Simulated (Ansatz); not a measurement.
# RbBr: elastic constants

How stiff is the crystal, and how unevenly? Runs: cell and atoms relaxed (PAW); elastic constants (PAW); in-plane strain -0.02, out-of-plane length and atoms relaxed (PAW); in-plane strain -0.01, out-of-plane length and atoms relaxed (PAW); in-plane strain -0.005, out-of-plane length and atoms relaxed (PAW); in-plane strain +0.005, out-of-plane length and atoms relaxed (PAW); in-plane strain +0.01, out-of-plane length and atoms relaxed (PAW); in-plane strain +0.02, out-of-plane length and atoms relaxed (PAW).

Computed with Ansatz 0.2.0 (DFT PBEsol, frozen-core PAW, scalar-relativistic unless said, unless a step's input says otherwise).

## (1) Starting point

Symmetry: Pm-3m, No. 221, cubic system. Conventional cell: a = 4.126 Å, b = 4.126 Å, c = 4.126 Å, α = 90.00°, β = 90.00°, γ = 90.00°. Around Rb (site symmetry m-3m) lie 8 Br at 3.57 Å. Around Br (site symmetry m-3m) lie 8 Rb at 3.57 Å.

Coordinates:

```cif
data_structure
_symmetry_space_group_name_H-M 'Pm-3m'
_symmetry_Int_Tables_number 221
_cell_length_a 4.1261
_cell_length_b 4.1261
_cell_length_c 4.1261
_cell_angle_alpha 90.000
_cell_angle_beta 90.000
_cell_angle_gamma 90.000
_cell_volume 70.24
loop_
_atom_site_label
_atom_site_type_symbol
_atom_site_symmetry_multiplicity
_atom_site_Wyckoff_symbol
_atom_site_fract_x
_atom_site_fract_y
_atom_site_fract_z
_atom_site_occupancy
Rb1 Rb 1 a 0.00000 0.00000 0.00000 1
Br1 Br 1 b 0.50000 0.50000 0.50000 1
```

Cartesian axes are those of the input's lattice vectors. The structure goes back to a database entry.

## (2) Cell and atoms relaxed, PAW

Input file input.yaml:

```yaml
crystal:
  lattice:
    - [4.1260773, 0.0, 0.0]
    - [0.0, 4.1260773, 0.0]
    - [0.0, 0.0, 4.1260773]
  atoms:
    - { symbol: Rb, position: [0.0, 0.0, 0.0] }
    - { symbol: Br, position: [0.5, 0.5, 0.5] }
kpoints:
  mp_grid: { grid: [8, 8, 8] }
scf:
  occupations: { method: fermi_dirac, width: 0.1 }
hamiltonian:
  xc: pbesol
  pseudopotentials: { kind: paw }
relax:
  f_tol: 0.002
  max_steps: 80
  cell: {}
output:
  forces: true
  stress: true
```

Run with:

```bash
ansatz run input.yaml --threads 1 --pin off --max-ram 3072MiB --backend cpu --events-out ev --progress --plain --runs-dir out
```

## (3) Elastic constants, PAW

Input file input.yaml:

```yaml
crystal:
  lattice:
    - [4.07008909482, 0.0, 0.0]
    - [0.0, 4.07008909482, 0.0]
    - [0.0, 0.0, 4.07008909482]
  atoms:
    - { symbol: Rb, position: [0.0, 0.0, 0.0] }
    - { symbol: Br, position: [0.5, 0.5, 0.5] }
kpoints:
  mp_grid: { grid: [6, 6, 6] }
scf:
  occupations: { method: fixed }
hamiltonian:
  xc: pbesol
  pseudopotentials: { kind: paw }
elastic:
  mode: relaxed_ion
  stencil: two_point
  amplitude: 0.005
```

## (4) In-plane strain -0.02, out-of-plane length and atoms relaxed, PAW

Input file input.yaml:

```yaml
crystal:
  lattice:
    - [3.98868731292, 0.0, 0.0]
    - [0.0, 3.98868731292, 0.0]
    - [0.0, 0.0, 4.11893016395]
  atoms:
    - { symbol: Rb, position: [0.0, 0.0, 0.0] }
    - { symbol: Br, position: [0.5, 0.5, 0.5] }
kpoints:
  mp_grid: { grid: [6, 6, 6] }
scf:
  occupations: { method: fixed }
hamiltonian:
  xc: pbesol
  pseudopotentials: { kind: paw }
relax:
  f_tol: 0.002
  max_steps: 80
  cell: { fix: [a, b, gamma] }
output:
  forces: true
  stress: true
  write_density: true
  write_potential: true
  elf: true
  volumetric_format: npy
```

## (5) In-plane strain -0.01, out-of-plane length and atoms relaxed, PAW

input.yaml: that of step 4 with these lines changed.

```diff
@@ -2,5 +2,5 @@
   lattice:
-    - [3.98868731292, 0.0, 0.0]
-    - [0.0, 3.98868731292, 0.0]
-    - [0.0, 0.0, 4.11893016395]
+    - [4.02938820387, 0.0, 0.0]
+    - [0.0, 4.02938820387, 0.0]
+    - [0.0, 0.0, 4.09450962938]
   atoms:
@@ -22,5 +22 @@
   stress: true
-  write_density: true
-  write_potential: true
-  elf: true
-  volumetric_format: npy
```

## (6) In-plane strain -0.005, out-of-plane length and atoms relaxed, PAW

input.yaml: that of step 5 with these lines changed.

```diff
@@ -2,5 +2,5 @@
   lattice:
-    - [4.02938820387, 0.0, 0.0]
-    - [0.0, 4.02938820387, 0.0]
-    - [0.0, 0.0, 4.09450962938]
+    - [4.04973864934, 0.0, 0.0]
+    - [0.0, 4.04973864934, 0.0]
+    - [0.0, 0.0, 4.0822993621]
   atoms:
@@ -22 +22,5 @@
   stress: true
+  write_density: true
+  write_potential: true
+  elf: true
+  volumetric_format: npy
```

## (7) In-plane strain +0.005, out-of-plane length and atoms relaxed, PAW

input.yaml: that of step 6 with these lines changed.

```diff
@@ -2,5 +2,5 @@
   lattice:
-    - [4.04973864934, 0.0, 0.0]
-    - [0.0, 4.04973864934, 0.0]
-    - [0.0, 0.0, 4.0822993621]
+    - [4.09043954029, 0.0, 0.0]
+    - [0.0, 4.09043954029, 0.0]
+    - [0.0, 0.0, 4.05787882753]
   atoms:
@@ -22,5 +22 @@
   stress: true
-  write_density: true
-  write_potential: true
-  elf: true
-  volumetric_format: npy
```

## (8) In-plane strain +0.01, out-of-plane length and atoms relaxed, PAW

input.yaml: that of step 7 with these lines changed.

```diff
@@ -2,5 +2,5 @@
   lattice:
-    - [4.09043954029, 0.0, 0.0]
-    - [0.0, 4.09043954029, 0.0]
-    - [0.0, 0.0, 4.05787882753]
+    - [4.11078998576, 0.0, 0.0]
+    - [0.0, 4.11078998576, 0.0]
+    - [0.0, 0.0, 4.04566856025]
   atoms:
```

## (9) In-plane strain +0.02, out-of-plane length and atoms relaxed, PAW

input.yaml: that of step 8 with these lines changed.

```diff
@@ -2,5 +2,5 @@
   lattice:
-    - [4.11078998576, 0.0, 0.0]
-    - [0.0, 4.11078998576, 0.0]
-    - [0.0, 0.0, 4.04566856025]
+    - [4.15149087671, 0.0, 0.0]
+    - [0.0, 4.15149087671, 0.0]
+    - [0.0, 0.0, 4.02124802568]
   atoms:
```

(Steps that only read results are left out.)

What does the calculation give? Wanted: C11; C12; C44; bulk, shear and Young's modulus; Debye temperature from sound speeds; universal anisotropy index.

The runs gave:

| quantity | value |
| --- | --- |
| C11 (PAW) | 38 GPa |
| C12 (PAW) | 7 GPa |
| C44 (PAW) | 7 GPa |
| bulk, shear and Young's modulus | 17, 10, 25 GPa |
| Debye temperature from sound speeds | 158 K |
| universal anisotropy index | 0.66 |

All eigenvalues are positive, so the crystal is mechanically stable; by PAW K = 17 and G = 10 GPa, K/G = 1.74, on the brittle side of Pugh's rough line at 1.75, which was drawn for metals. Young's modulus runs from 19 to 35 GPa with direction. Cautions: frozen-core PAW files fitted under PBE, their cores solved anew for the functional of the run.
